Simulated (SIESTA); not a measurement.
TiSi2:

```
Ti Si
1.0
     0.00000    4.11752    4.26290
     2.38951    0.00000    4.26290
     2.38951    4.11752    0.00000
Ti Si
2 4
Cartesian
  3.5843 6.1763 6.3943
  2.3895 4.1175 4.2629
  1.1948 3.3975 2.1314
  1.1948 0.7200 2.1314
  2.3895 1.3387 4.2629
  2.3895 6.8963 4.2629
```

The cell is a database's computed one.

Base run:

| Property | Result |
| --- | --- |
| Program | SIESTA 5.4.2 |
| Functional | PBEsol |
| Potentials or basis | PseudoDojo 0.4 standard (PBEsol files) |
| Basis | DZ (energy shift 0.003 Ry; two zetas on semicore shells) |
| Grid cutoff | 800 Ry |
| Energy shift | 0.003 Ry |
| k mesh | 7 × 7 × 7 |
| Occupations | fermi-dirac, width 0.05 eV |
| Spin | no spin polarisation |

Its results: band gap on the k mesh none (metal or under the smearing width); pressure 5.8 GPa; largest force 0.239 eV/Å.

Problem. The run is repeated on the same cell with these changes: basis from DZ (energy shift 0.003 Ry; two zetas on semicore shells) to SZ (energy shift 0.003 Ry). What comes out?

Solution. Band gap on the k mesh none (metal or under the smearing width); pressure 18.0 GPa; largest force 0.290 eV/Å.

Caveats: the basis has no polarisation orbitals; the basis of atomic orbitals isn't converged, which shifts pressures, moduli and gaps.
